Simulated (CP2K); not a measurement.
The system is As.

```xyz
2
Lattice="4.1310 0.0000 0.0000 2.4184 3.3491 0.0000 2.4184 1.2367 3.1124" Properties=species:S:1:pos:R:3 pbc="T T T"
As    2.0267    1.0364    0.7034
As    6.9411    3.5494    2.4090
```

Base run:

```yaml
Program: CP2K 2026.2
Functional: OLYP
Potentials_or_basis: POTENTIAL_UZH As GTH-PBE-q5; TZVP-MOLOPT-PBE-GTH basis
Density_cutoff: 9184 eV
k_mesh: 9 × 9 × 9
Occupations: fermi-dirac, width 0.05 eV
Spin: no spin polarisation
```

Its results: band gap on the k mesh none (metal or under the smearing width); pressure 3.5 GPa; largest force 0.313 eV/Å.

The run is repeated on the same cell with these changes: functional from OLYP to PBE. What comes out?

Band gap on the k mesh none (metal or under the smearing width); pressure 4.4 GPa; largest force 0.524 eV/Å.

Caveats: the basis of atomic orbitals isn't converged, which shifts pressures, moduli and gaps; the potentials were made for another functional, which shifts forces and pressure (some runs).
